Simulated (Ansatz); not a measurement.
# MgB2: the cost of one run

Program: Ansatz 0.2.0. Level of theory: DFT PBE, scalar-relativistic, plane waves, PAW. These are calculated values, not measurements.

### Step 1. The starting structure

Symmetry: R-3m, No. 166, trigonal system. Conventional cell: a = 2.813 Å, b = 2.813 Å, c = 12.745 Å, α = 90.00°, β = 90.00°, γ = 120.00°. Mg (site symmetry -3m) has 6 B at 1.94 Å as nearest neighbours. B (site symmetry 3m) is surrounded by 3 Mg at 1.94 Å.

As a file:

```
CELL_PARAMETERS angstrom
1.40667 0.81214 4.24850
-1.40667 0.81214 4.24850
0.00000 -1.62428 4.24850
ATOMIC_POSITIONS crystal
Mg 0.00000 0.00000 0.00000
B 0.75000 0.75000 0.75000
B 0.25000 0.25000 0.25000
```

This is candidate A: cadmium chloride type (R-3m, No. 166).

(A quick probe on a coarse mesh, which set the mesh and smearing, is not shown.)

### Step 3. Coarse relaxation (candidate A)

The input, input.yaml:

```yaml
crystal:
  lattice:
    - [1.4066681167, 0.8121402158, 4.2484975563]
    - [-1.4066681167, 0.8121402158, 4.2484975563]
    - [0.0, -1.6242804317, 4.2484975563]
  atoms:
    - { symbol: Mg, position: [0.0, 0.0, 0.0] }
    - { symbol: B, position: [0.75, 0.75, 0.75] }
    - { symbol: B, position: [0.25, 0.25, 0.25] }
basis:
  ecutwfc: 420
kpoints:
  mp_grid: { grid: [6, 6, 6] }
hamiltonian:
  xc: pbe
scf:
  occupations: { method: gaussian, width: 0.1 }
  lower_state_search: "off"
output:
  forces: true
  stress: true
  eigenvalues: true
relax:
  adjacent_minimum: "off"
  f_tol: 0.04
  max_steps: 70
  cell: { stress_tol: 0.4 }
```

Started as:

```
$ ansatz run input.yaml --threads 1 --pin off --max-ram 2560MiB --backend cpu --events-out ev --progress --plain --runs-dir out
```

**Question.** How long does this run take on 1 thread of Arm Neoverse V1, shared host, and how much memory does it need?

About 14 s, with a peak of 0.28 GiB.
